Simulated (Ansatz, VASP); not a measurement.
**Mo in VASP and in Ansatz**

INCAR

```
SYSTEM = Mo
ALGO = Fast ; EDIFF = 1E-6
ENCUT = 520 ; GGA = PE
ISIF = 2 ; ISMEAR = 0
LASPH = .True. ; LCHARG = .False.
LREAL = .False. ; LWAVE = .False.
NBANDS = 13 ; NELM = 60
PREC = Accurate ; SIGMA = 0.15
```

File KPOINTS:

```
k-points
0
Gamma
  22 22 22
  0 0 0
```

The input POSCAR:

```
Mo
1.0
    0.0000000000      1.8967226537      2.0490294827
    1.8967226537      0.0000000000      2.0490294827
    1.8967226537      1.8967226537      0.0000000000
Mo
1
Direct
    0.0000000000      0.0000000000      0.0000000000
```

Input for Ansatz:

```yaml
crystal:
  lattice:
    - [0.0, 1.8967226537, 2.0490294827]
    - [1.8967226537, 0.0, 2.0490294827]
    - [1.8967226537, 1.8967226537, 0.0]
  atoms:
    - { symbol: Mo, position: [0.0, 0.0, 0.0] }
basis:
  ecutwfc: 420
kpoints:
  mp_grid: { grid: [22, 22, 22] }
hamiltonian:
  xc: pbe
scf:
  occupations: { method: gaussian, width: 0.15 }
output:
  forces: true
  stress: true
  eigenvalues: true
  write_density: true
  write_potential: true
  elf: true
  volumetric_format: npy
```

Alike in both runs: task single point; functional PBE; k mesh 22 × 22 × 22; occupations gaussian, width 0.15 eV; no spin polarisation.

|  | VASP | Ansatz |
| --- | --- | --- |
| version | VASP 6.6.1 | Ansatz 0.2.0 |
| potentials or method | VASP PAW PBE potentials, release 64 (Mo_sv) | scalar-relativistic, plane waves, PAW |
| plane-wave cutoff (eV) | 520 | 420 |
| valence electrons in the cell | 14 | 14 |

Ansatz gave:

```
gap on the k mesh at the Fermi level (eV)       : none
pressure (GPa)                                  : 24.1
largest component of the traceless stress (GPa) : 6.00
```

Which values does VASP return?

gap on the k mesh at the Fermi level (eV): none; pressure (GPa): 24.8; largest component of the traceless stress (GPa): 5.97.

A gap of «none» marks a metal or a gap that the smearing closes.

Caveats: so large a pressure means that the cell lies far from this level's equilibrium, or that cutoff or potentials fall short (VASP).
